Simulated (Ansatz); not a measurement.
# 2H-CrOSe monolayer in a perpendicular field, part 3 of 3

What dipole does a perpendicular field induce in the 2H-CrOSe monolayer? A positive field points along +c.

Ansatz 0.2.0; plane-wave DFT, PBEsol-D3(BJ), Ansatz PAW (the session's first sound run).

So far. Step 8 (Single point, field -0.25 V/Å): The dipole is -0.148 e·Å, -0.0443 e·Å from its value without field. Step 9 (Response, atoms held): The induced dipole is that of a conductor 4.50 Å thick.

### Step 10. A changed input

This step: plane-wave DFT, PBEsol-D3(BJ), Ansatz PAW, but for the change named below (Ansatz 0.2.0).

A run with a changed input: it repeats the earlier run at 0.03 V/Å with hamiltonian.xc from pbesol to rpbe, scf.mixing.algorithm to anderson and scf.mixing.beta to 0.9.

File input.yaml:

```yaml
crystal:
  lattice:
    - [2.8713405976, 0.0, 0.0]
    - [-1.4356702988, 2.4866539004, 0.0]
    - [0.0, 0.0, 20.6978850351]
  atoms:
    - { symbol: Se, position: [0.3333333333, 0.6666666667, 0.4348270359] }
    - { symbol: Cr, position: [0.0, 0.0, 0.5178034862] }
    - { symbol: O, position: [0.3333333333, 0.6666666667, 0.5651729641] }
kpoints:
  mp_grid: { grid: [18, 18, 1] }
  band_path:
    path: [[0, 0, 0], [0.5, 0, 0], [0.33333333, 0.33333333, 0], [0, 0, 0]]
    npoints: 16
hamiltonian:
  xc: rpbe
  dispersion: d3bj
scf:
  occupations: { method: fermi_dirac, width: 0.05 }
  convergence: { dr2_threshold: 1.0e-10 }
  mixing: { algorithm: anderson, beta: 0.9 }
efield:
  axis: 3
  dipole_correction: true
  ramp_position: 0.97
  ramp_width: 0.06
  amplitude: 0.03
output:
  write_potential: true
  write_density: true
  volumetric_format: npy
```

The run is started by

```
$ ansatz run input.yaml --threads 2 --pin off --max-ram 3072MiB --backend cpu --events-out ev --progress --plain --runs-dir out
```

The program printed:

```text
[...]
Crystal: 3 atoms, lattice volume = 147.784 Å³
Basis set: ecut = 420 eV, 2901 PW (Γ)
Bands: 22, of which v1, the nominal top of the filled ones, is band 18 counted from 1 (17 counted from 0)
Symmetry: 6 space group operations
[...]
k-points: 37 of 324 (time reversal used)
[...]
SCF iter   1: F=—  HF=-9435.559765 eV  |F-HF|=—  |Δ(HF+E_count)|=         —  Δρ=1.29e-1  dr2=2.67e1  ethr=3.10e-3  p=0.006 e·Å  D=7.23e-3 V/Å  ΔV_dip=-0.15 eV  dr2_dipole=5.42e-2  V_vac-E_F(+/−)=4.53/4.12 eV  ⟨swp⟩=9.0  Hψ=4481  notcnv=0
[...]
SCF iter  14: F=-9430.548299 eV  HF=-9430.548299 eV  |F-HF|=7.28e-12  |Δ(HF+E_count)|=  1.33e-10  Δρ=1.24e-7  dr2=2.37e-11  ethr=1.00e-12  p=-0.099 e·Å  D=-1.21e-1 V/Å  ΔV_dip=2.51 eV  dr2_dipole=5.94e-13  V_vac-E_F(+/−)=6.51/3.43 eV  ⟨swp⟩=3.8  Hψ=3498  notcnv=0
SCF 1 converged in 14 iterations: F = -9430.548299 eV  dr2 = 2.37e-11
[...]
SCF converged after 14 iterations
Stability not checked: this state was not tested for a lower state beside it, because the mixer in use, unlike msr1, does not test its closes by its own steps (another_mixer; see scf.mixing.algorithm and scf.lower_state_search)
Free energy (F): -9430.548299 eV
[...]
Internal energy: -9430.535914 eV  (E = F + TS)
E sigma→0 (E₀):  -9430.542107 eV
Entropy (-TS):   -0.012384 eV (-4.128 meV/atom)
Fermi energy:    -0.122074 eV
Dipole field:    D = -0.121380 V/Å  (p = -0.099132 e·Å, saw-weighted, corrected)
Work function:   not extracted (applied field tilts the vacuum); planar V_es + V_field profile in the machine report
[...]
--- Band table (eV; the first three rows and the last of 37) ---
  k-point 0: bands = [... 14 lower, -4.3628, -1.5487, -1.5487, 0.0671, 1.5364, 1.5364, 2.7233, 3.1581]
  k-point 1: bands = [... 14 lower, -4.2851, -1.6386, -1.5848, 0.0207, 1.5082, 1.5520, 2.7171, 2.8653]
  k-point 2: bands = [... 14 lower, -4.1136, -1.9409, -1.6772, -0.1339, 1.4179, 1.5722, 1.9888, 2.8564]
  k-point 36: bands = [... 14 lower, -5.1169, -4.6552, -2.8459, -1.3798, -0.1631, 0.9515, 1.4837, 2.1579]
```

Wall time 29 s (2 threads of Arm Neoverse N1, shared host); peak memory 0.43 GiB.

This step gave:

| Quantity | Value |
| --- | --- |
| energy at zero smearing | -9430.5421 eV |
| dipole along the normal | -0.09913 e·Å |

The electronic bands at the labelled points (eV, zero at the Fermi level):

| point | band 15 | band 16 | band 17 | band 18 | band 19 | band 20 | band 21 | band 22 |
| --- | --- | --- | --- | --- | --- | --- | --- | --- |
| Γ | -4.24 | -1.43 | -1.43 | 0.19 | 1.66 | 1.66 | 2.85 | 3.28 |
| halfway | -3.95 | -3.39 | -1.78 | -0.79 | 0.51 | 1.35 | 1.73 | 2.63 |
| M | -4.75 | -3.09 | -1.70 | -0.97 | 0.28 | 0.63 | 1.82 | 2.61 |
| halfway | -4.64 | -3.80 | -2.83 | -0.95 | 0.09 | 0.91 | 1.81 | 2.00 |
| K | -4.99 | -4.53 | -2.72 | -1.26 | -0.04 | 1.07 | 1.61 | 2.28 |
| halfway | -4.02 | -3.26 | -2.61 | -0.84 | 0.38 | 0.97 | 1.66 | 2.27 |
| Γ | -4.24 | -1.43 | -1.43 | 0.19 | 1.66 | 1.66 | 2.85 | 3.28 |

| quantity | this run | earlier run | difference |
| --- | --- | --- | --- |
| dipole along the normal (e·Å) | -0.09913 | -0.09873 | -4.0e-4 |

The dipole moves by under 0.5 % or 5e-5 e·Å.

### Step 11. Varying the input

This step: plane-wave DFT, PBEsol-D3(BJ), Ansatz PAW (Ansatz 0.2.0).

An input spoilt on purpose, to show how the run answers: it repeats the earlier run at 0.03 V/Å with basis.ENCUT to 400, and scf.max_iter set to 80; its output block differs too.

input.yaml, as its differences from that of step 10:

```diff
@@ -15,3 +15,3 @@
 hamiltonian:
-  xc: rpbe
+  xc: pbesol
   dispersion: d3bj
@@ -20,3 +20,3 @@
   convergence: { dr2_threshold: 1.0e-10 }
-  mixing: { algorithm: anderson, beta: 0.9 }
+  max_iter: 80
 efield:
@@ -31 +31,3 @@
   volumetric_format: npy
+basis:
+  ENCUT: 400
```

The program printed:

```text
Error: YAML parse error: error: line 33 column 3: unknown field `ENCUT`, expected one of ecutwfc, ecutrho_ratio, smooth_cutoff_half_width, xc_grid, low_memory, fft_grid_basis, precision, gaussian, splines
  --> <input>:33:3
   |
31 |   volumetric_format: npy
32 | basis:
33 |   ENCUT: 400
   |   ^ unknown field `ENCUT`, expected one of ecutwfc, ecutrho_ratio, smooth_cutoff_half_width, xc_grid, low_memory, fft_grid_basis, precision, gaussian, splines
```

Wall time 0.02 s (2 threads); peak memory 0.05 GiB.

The program refused the input before any cycle.

The program's message: “Error: YAML parse error: error: line 33 column 3: unknown field `ENCUT`, expected one of ecutwfc, ecutrho_ratio, smooth_cutoff_half_width, xc_grid, low_memory, fft_grid_basis, precision, gaussian, spl …”

The fault put into the input: a keyword of another program.

### Step 12. Outcome

```yaml
gap_without_field: none
work_function_upper_face: 6.49 eV
step_between_the_vacuum_levels: 2.64 eV
equivalent_conductor_thickness_atoms_held: 4.50 Å
```

What this shows: The induced dipole equals that of a perfect conductor 4.50 Å thick, while the outer atoms lie 2.70 Å apart. The two faces differ: the vacuum level above lies 2.64 eV higher than the one below. There is no gap over 0.03 eV, with or without the field. The main runs have no spin polarisation; a magnetic state could lie lower and would change these results. Spin-orbit coupling is left out. With this functional, D3(BJ) tends to leave the relaxed cell short of measured lattice constants, by some per cent.

[Long decimals in the printed logs are rounded to 6 places.]

[Logs are printed without paths, hosts, clocks, repeated set-up lines and the standing remarks that a program may print on its own settings, such as how far it seeks lower states.]

[Hosts, paths, dates, database ids (printed as entryN), source tags and the programs' standing remarks are cut or masked in the printed files.]

[Maps of the electrostatic potential energy from Ansatz leave out the sawtooth potential of an applied field or a dipole correction, so their vacuum need not be flat; planar profiles and work functions include it.]
